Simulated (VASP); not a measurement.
Here is a VASP 6.6.1 calculation.

File INCAR:

```
  PREC = Accurate
  ENCUT = 520
  EDIFF = 1E-7
  ISMEAR = -1
  SIGMA = 0.1
  LREAL = False
  LASPH = True
  NELM = 60
  ALGO = Normal
  ISIF = 2
  LWAVE = False
  LCHARG = True
  GGA = RE
  LELF = True
  LVHAR = True
  NBANDS = 12
```

KPOINTS

```
Automatic mesh
0
Gamma
  12 12 11
```

Contents of POSCAR:

```
P
1.0
    3.4278274669      0.0000000000      0.0000000000
   -1.7139137334      2.9685856661      0.0000000000
    0.0000000000      0.0000000000      3.3639424154
P
2
Direct
    0.3333333333      0.6666666667      0.2500000000
    0.6666666667      0.3333333333      0.7500000000
```

Potentials or basis: VASP PAW PBE potentials, release 64 (P).

Command:

```bash
$ cat potpaw_PBE.64/P/POTCAR > POTCAR
$ mpirun -np 1 vasp_std > vasp.out
```

Q: What does it give for the band gap on the k mesh?

A: None (metal or under the smearing width).

Q: What does it give for the pressure?

A: -8.0 GPa.

Stress tensor (GPa, compression positive):
```
 -6.73   0.00   0.00
  0.00  -6.73   0.00
  0.00   0.00 -10.67
```

Caveat: the PAW data sets were made with another functional, which shifts forces and pressure a little.
